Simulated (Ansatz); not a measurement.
Straining Ta2H

Theory: Ansatz, DFT PBEsol, scalar-relativistic, plane waves, PAW. (420 eV cutoff, 12×12×12 k-mesh, Gaussian smearing of 0.10 eV, no spin polarisation)

The relaxed crystal:

```xyz
3
Lattice="3.3468 0.0000 0.0000 0.0000 3.3468 0.0000 0.0000 0.0000 3.3930" Properties=species:S:1:pos:R:3 pbc="T T T"
Ta    1.6734    0.0000    2.5108
Ta    0.0000    1.6734    0.8822
H     0.0000    0.0000    0.0000
```

Deformation: uniaxial strain along a, with the lengths of b and c and the atoms relaxed and the angles held, all within the symmetry that the strain leaves. Energies are extrapolated to zero smearing.

Spin–orbit coupling is left out, which can shift energies with elements as heavy as these.

| strain (%) | ΔE (meV/atom) | a (Å) | b (Å) | c (Å) |
| --- | --- | --- | --- | --- |
| -6.0 | 26.5 | 3.146 | 3.452 | 3.449 |
| -4.0 | 10.6 | 3.213 | 3.417 | 3.428 |
| -2.0 | 2.2 | 3.280 | 3.384 | 3.409 |
| +0.0 | 0.0 | 3.347 | 3.347 | 3.393 |
| +2.0 | 1.9 | 3.414 | 3.315 | 3.371 |
| +4.0 | 8.6 | 3.481 | 3.291 | 3.346 |
| +6.0 | 20.7 | 3.548 | 3.267 | 3.324 |

**Question.** Does one stiffness describe the whole range?

**Answer.** No: the innermost pair of points gives (1/V) d²E/dε² = 131 GPa and a cubic fit over all points 168 GPa, so terms beyond the third order count over this range.

**Question.** How does the free axis b answer a small strain?

**Answer.** Between the innermost points its strain is -0.51 times the applied one.